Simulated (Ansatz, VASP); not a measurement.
**Co: VASP beside Ansatz**

```
CELL_PARAMETERS angstrom
2.52048 0.00000 0.00000
-1.26024 2.18280 0.00000
0.00000 0.00000 4.10001
ATOMIC_POSITIONS crystal
Co 0.66667 0.33333 0.75000
Co 0.33333 0.66667 0.25000
```

Change from the starting cell: volume scaled by 1.06.

Alike in both runs: task single point; functional PBE; k mesh 12 × 12 × 7; occupations fermi-dirac, width 0.05 eV; collinear spin, ferromagnetic start.

|  | VASP | Ansatz |
| --- | --- | --- |
| version | VASP 6.6.1 | Ansatz 0.2.0 |
| potentials or method | VASP PAW PBE potentials, release 64 (Co) | Ansatz PAW |
| plane-wave cutoff (eV) | 520 | 420 |
| valence electrons in the cell | 18 | 34 |

Ansatz gave:

```
gap on the k mesh at the Fermi level (eV)                     : none
pressure (GPa)                                                : -7.0
largest component of the traceless stress (GPa)               : 1.51
net moment per atom (μB)                                      : 1.66
size of the moment on the site where the two differ most (μB) : 1.74
```

Problem. Which values does VASP return?

Solution. gap on the k mesh at the Fermi level (eV): none; pressure (GPa): -7.6; largest component of the traceless stress (GPa): 1.57; net moment per atom (μB): 1.65; size of the moment on the site where the two differ most (μB): 1.68.

Site moments also hang on the region over which each program counts them. A gap of «none» marks a metal or a gap that the smearing closes. The functional is the same, so the differences come from potentials, cutoffs and numerics. The two sets of potentials don't hold the same shells in valence.
